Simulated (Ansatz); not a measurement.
The system is SbPt.

```
Pt Sb
1.0
     4.12000    0.00000    0.00000
    -2.06000    3.56802    0.00000
     0.00000    0.00000    5.47000
Pt Sb
2 2
Direct
  0.00000 0.00000 0.50000
  0.00000 0.00000 0.00000
  0.66667 0.33333 0.75000
  0.33333 0.66667 0.25000
```

```yaml
Program: Ansatz 0.2.0
Task: relaxation of cell and atoms
Functional: LDA
Potentials_or_basis: Ansatz PAW
Cutoff: "420 eV (not typed: the program's choice for these potentials)"
k_mesh: 8 × 8 × 5
Occupations: fermi-dirac, width 0.05 eV
Spin: no spin polarisation
Hubbard_terms: Pt d U = 5 eV
```

At the start: volume 20.10 Å³/atom.

Problem. Where does the relaxation end?

Solution. It ends after 6 steps and the volume is 20.27 Å³/atom (+0.9 %); space group P6_3/mmc (No. 194, to 0.05 Å).

The path:
```csv
step,energy change (eV),largest force (eV/Å),volume (Å³)
1,0.0000,0.0000,80.41
2,-0.0071,0.0000,81.13
3,-0.0081,0.0000,81.17
4,-0.0087,0.0000,81.10
5,-0.0087,0.0000,81.10
6,-0.0089,0.0000,81.10
```

Final structure:
```xyz
4
Lattice="4.0988 0.0000 0.0000 -2.0494 3.5497 0.0000 0.0000 0.0000 5.5739" Properties=species:S:1:pos:R:3 pbc="T T T"
Pt    0.0000    0.0000    2.7869
Pt    0.0000    0.0000    0.0000
Sb    2.0494    1.1832    4.1804
Sb    0.0000    2.3665    1.3935
```

Caveat: the plane-wave basis is chosen anew once the cell has moved, so the energies of steps on either side of that aren't comparable; U without spin polarisation on a metal has little footing; the PAW data sets come from PBE, with cores solved anew for the run's functional, which leaves a small shift of forces and pressure; the U is typed as a test and isn't derived for this compound.
